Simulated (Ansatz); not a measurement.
C$_{4}$H$_{8}$, SMILES `C=CCC`. Total charge 0; spin multiplicity 1. The geometry is a stationary point of PBE0-D4/def2-TZVP. It is one conformer, not always the lowest.

```xyz
12

C     0.949    1.313    0.587
C    -0.040    1.110   -0.273
C    -0.688   -0.199   -0.587
C    -0.144   -1.397    0.167
H     1.390    0.505    1.160
H     1.356    2.304    0.747
H    -0.437    1.965   -0.818
H    -0.605   -0.372   -1.668
H    -1.766   -0.102   -0.402
H    -0.260   -1.273    1.247
H     0.918   -1.548   -0.039
H    -0.672   -2.308   -0.122
```

(1) What is the dipole moment at ωB97M-V/def2-TZVPP? (An estimate is asked.)

(2) And with PBE, r2SCAN, B3LYP? (Estimate.)

(3) Give the Mulliken charges with ωB97M-V, PBE, B3LYP in def2-TZVPP. (Estimate.)

Answers

(1) The calculation gave: 0.49 D, with components (-0.33, -0.26, -0.25) D in this frame, pointing from negative to positive charge.

(2) The calculation gave: PBE 0.53 D, r2SCAN 0.54 D, B3LYP 0.50 D.

(3) Ansatz gave: 
```
atom  ωB97M-V    PBE  B3LYP
  C1    -0.22  -0.20  -0.22
  C2    -0.13  -0.13  -0.14
  C3    -0.09  -0.03  -0.03
  C4    -0.34  -0.26  -0.26
  H5     0.08   0.07   0.08
  H6     0.10   0.09   0.10
  H7     0.10   0.08   0.09
  H8     0.09   0.07   0.06
  H9     0.09   0.07   0.06
 H10     0.11   0.08   0.08
 H11     0.11   0.08   0.08
 H12     0.10   0.08   0.08
```

B3LYP here is the variant with VWN-RPA as its local correlation; programs differ in this.
